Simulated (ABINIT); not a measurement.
Ga:

```
Ga
1.0
    -1.38440    1.38440    2.31122
     1.38440   -1.38440    2.31122
     1.38440    1.38440   -2.31122
Ga
1
Direct
  0.00000 0.00000 0.00000
```

This isn't the form of Ga at room conditions, which is orthorhombic.

```yaml
Program: ABINIT 10.8.3 (patched build)
Task: relaxation of cell and atoms
Functional: PBE
Dispersion: D3
Potentials_or_basis: JTH PAW PBE v2.0
Cutoff: 463 eV
k_mesh: 13 × 13 × 13
Occupations: fermi-dirac, width 0.05 eV
Spin: no spin polarisation
```

At the start: pressure 1.4 GPa; volume 17.72 Å³/atom.

Task: How do energy, volume and symmetry change on relaxing?

Result: Over 12 steps the energy falls by 5.1 meV/atom and the volume is 18.29 Å³/atom (+3.2 %); space group I4/mmm (No. 139, to 0.05 Å).

The path:
| step | energy change (eV) | largest force (eV/Å) | pressure (GPa) | volume (Å³) |
| --- | --- | --- | --- | --- |
| 1 | 0.0000 | 0.0000 | 1.36 | 17.72 |
| 2 | -0.0008 | 0.0000 | 0.96 | 17.83 |
| 3 | -0.0016 | 0.0000 | 0.02 | 18.13 |
| 4 | -0.0018 | 0.0000 | -0.04 | 18.15 |
| 5 | -0.0017 | 0.0000 | -0.13 | 18.17 |
| 6 | -0.0019 | 0.0000 | -0.16 | 18.19 |
| 7 | -0.0024 | 0.0000 | -0.07 | 18.19 |
| 8 | -0.0042 | 0.0000 | 0.15 | 18.20 |
| 9 | 0.0003 | 0.0000 | -0.09 | 18.38 |
| 10 | -0.0029 | 0.0000 | 0.06 | 18.31 |
| 11 | -0.0049 | 0.0000 | -0.09 | 18.29 |
| 12 | -0.0051 | 0.0000 | -0.06 | 18.29 |

Final structure:
```
Ga
1.0
    -1.43059    1.43059    2.23361
     1.43059   -1.43059    2.23361
     1.43059    1.43059   -2.23361
Ga
1
Direct
  0.00000 0.00000 0.00000
```

Caveat: the log and the count of SCF iterations are those of the last ABINIT call alone; pairwise dispersion overbinds metals, which lowers pressure and volume.
